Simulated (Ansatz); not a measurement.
ZnS with an S vacancy, one structure, two calculations

Cell: a supercell of ZnS (space group P6_3mc) built from an entry of the Crystallography Open Database (COD), with the ions relaxed around the defect (PBE).

Space group P31m (No. 157); a = 6.6026, c = 18.6900 Å, γ = 120.00°.

```
site  Wyckoff  site symmetry       x       y       z
 Zn1       1a            3.m  0.0000  0.0000  0.9694
 Zn2       2b            3..  0.3333  0.6667  0.9913
 Zn4       1a            3.m  0.0000  0.0000  0.5027
 Zn5       2b            3..  0.3333  0.6667  0.5034
 Zn7       3c            ..m  0.4194  0.4194  0.1802
Zn10       3c            ..m  0.3329  0.0000  0.6652
Zn13       3c            ..m  0.3410  0.0000  0.3401
Zn16       3c            ..m  0.3365  0.3365  0.8264
 S19       2b            3..  0.3333  0.6667  0.1202
 S21       1a            3.m  0.0000  0.0000  0.6260
 S22       2b            3..  0.3333  0.6667  0.6267
 S24       3c            ..m  0.3274  0.3274  0.2942
 S27       3c            ..m  0.3314  0.0000  0.7911
 S30       3c            ..m  0.3336  0.0000  0.4609
 S33       3c            ..m  0.3367  0.3367  0.9565
```

One atom of each set is listed.

First run. Computed with Ansatz: DFT, PBE, plane waves and PAW, scalar-relativistic, 420 eV cutoff, Γ-centred 3×3×1 k-points, Fermi–Dirac smearing 0.01 eV, cell charge +2.

```
site  V_zz (10²¹ V/m²)     η
 Zn1             15.42  0.00
 Zn2              4.74  0.00
 Zn4             -1.34  0.00
 Zn5             -1.44  0.00
 Zn7             15.45  0.25
Zn10              1.63  0.02
Zn13             -3.89  0.31
Zn16              4.53  0.14
 S19             -0.84  0.00
 S22              0.48  0.00
 S24              3.91  0.20
 S27             -1.35  0.03
 S30              2.45  0.02
 S33             -2.82  0.79
```

Second run. The same atoms and settings, except that the functional is r2SCAN and the cutoff is 500 eV.

Task: What does the second run give?

Result: 

```tsv
site	V_zz	η	change of V_zz
Zn1	15.66	0.00	+0.24
Zn2	4.87	0.00	+0.13
Zn4	-1.39	0.00	-0.05
Zn5	-1.49	0.00	-0.05
Zn7	15.65	0.26	+0.20
Zn10	1.67	0.02	+0.04
Zn13	-4.06	0.30	-0.17
Zn16	4.66	0.14	+0.13
S19	-1.06	0.00	-0.22
S22	0.50	0.00	+0.02
S24	3.78	0.23	-0.13
S27	-1.30	0.04	+0.05
S30	2.36	0.02	-0.09
S33	-2.59	0.86	+0.23
```

The largest change of V_zz is on Zn1, from 15.42 to 15.66. In per cent, |V_zz| changes by +1 to +4 on Zn, -8 to +26 on S (all sites that start above 0.5). The table leaves out 1 of the 15 sites, with |V_zz| up to 0.51; their tensors move by 0.01 at most along any direction. The statements above cover all sites.

The defect repeats with the cell of 35 atoms, so it feels its images: sites between two images don't show the values beside a lone defect, and zeros or small values of η there can come from the images' arrangement. S and Zn carry a gradient in the pure host already, so the values there aren't the defect's effect alone. A uniform background compensates the cell's charge.
For the second run: With these PAW files V_zz is typically within 2 to 3 % of all-electron values, but misses above 10 % occur on Zn.
